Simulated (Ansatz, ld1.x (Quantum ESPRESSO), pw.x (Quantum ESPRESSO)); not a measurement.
What a changed setting does to a pw.x run (sc Ir)

Potential: norm-conserving Troullier–Martins (Kleinman–Bylander form), ld1.x (Quantum ESPRESSO) 7.5, PBE; core [Xe] 4f14, reference 5d7 6s2 6p0; waves: 6s (bound): rc 1.85 bohr; 6p (bound, empty): rc 2.80 bohr; 5d (bound): rc 2.30 bohr; local part: all-electron potential smoothed inside 2.70 bohr (lloc = -1); core correction: none.

The reference run (k-mesh 13³, cutoffs 85/340 Ry, Fermi–Dirac 0.01 Ry, mixing_beta 0.4, conv_thr 1e-9, no spin) gives 4.64 GPa at 16.953 Å³/atom, where all-electron LAPW gives 1.24 GPa. This run, with its own iteration cap, changes diagonalization to cg.

```
&control
  calculation='scf', prefix='x', pseudo_dir='./', outdir='./tmp', tstress=.true., disk_io='none'
/
&system
  ibrav=0, nat=1, ntyp=1, ecutwfc=85, ecutrho=340, nbnd=12,
  occupations='smearing', smearing='fd', degauss=0.01
/
&electrons
  conv_thr=1e-09, mixing_beta=0.4, electron_maxstep=60, diagonalization='cg'
/
ATOMIC_SPECIES
Ir 1.0 Ir.UPF
CELL_PARAMETERS angstrom
  2.56890979 0.00000000 0.00000000
  0.00000000 2.56890979 0.00000000
  0.00000000 0.00000000 2.56890979
ATOMIC_POSITIONS crystal
Ir 0.0000 0.0000 0.0000
K_POINTS automatic
13 13 13 0 0 0
```

```bash
pw.x < Ir.scf.in > Ir.scf.out
```

**Question.** How does the run end?

**Answer.** It converges in 8 iterations; the free energy moves by +0.0 meV/atom and the pressure by +0.00 GPa. The result is that of the reference run.

```
Message from routine setup:
     using ibrav=0 with symmetry is DISCOURAGED, use correct ibrav instead
     lattice parameter (alat)  =       4.8545  a.u.
     unit-cell volume          =     114.4045 (a.u.)^3
     number of electrons       =         9.00
     number of Kohn-Sham states=           12
     kinetic-energy cutoff     =      85.0000  Ry
     charge density cutoff     =     340.0000  Ry
     scf convergence threshold =      1.0E-09
     Exchange-correlation= PBE
     number of k points=    84  Fermi-Dirac smearing, width (Ry)=  0.0100
     iteration #  1     ecut=    85.00 Ry     beta= 0.40
     c_bands:  1 eigenvalues not converged
     c_bands:  1 eigenvalues not converged
     c_bands:  1 eigenvalues not converged
     [... 1 repeated lines left out ...]
     total energy              =     -40.55989082 Ry
     estimated scf accuracy    <       0.00429145 Ry
     iteration #  2     ecut=    85.00 Ry     beta= 0.40
     total energy              =     -40.56013935 Ry
     estimated scf accuracy    <       0.00074979 Ry
     iteration #  3     ecut=    85.00 Ry     beta= 0.40
     total energy              =     -40.56023231 Ry
     estimated scf accuracy    <       0.00011054 Ry
     [... 2 iterations left out ...]
     iteration #  6     ecut=    85.00 Ry     beta= 0.40
     total energy              =     -40.56024392 Ry
     estimated scf accuracy    <       0.00000016 Ry
     iteration #  7     ecut=    85.00 Ry     beta= 0.40
     total energy              =     -40.56024395 Ry
     estimated scf accuracy    <          1.2E-09 Ry
     iteration #  8     ecut=    85.00 Ry     beta= 0.40
     the Fermi energy is    15.0882 ev
!    total energy              =     -40.56024395 Ry
     estimated scf accuracy    <          9.8E-10 Ry
     smearing contrib. (-TS)   =      -0.00723263 Ry
     The total energy is F=E-TS. E is the sum of the following terms:
     one-electron contribution =      11.02548558 Ry
     hartree contribution      =       3.34732180 Ry
     xc contribution           =      -7.58430170 Ry
     ewald contribution        =     -47.34151700 Ry
     convergence has been achieved in   8 iterations
          total   stress  (Ry/bohr**3)                   (kbar)     P=       46.35
     Message from routine punch:
     Nothing written, as per user request (disk_io='none')
```

The run took about 21 s on one core of a shared server CPU.
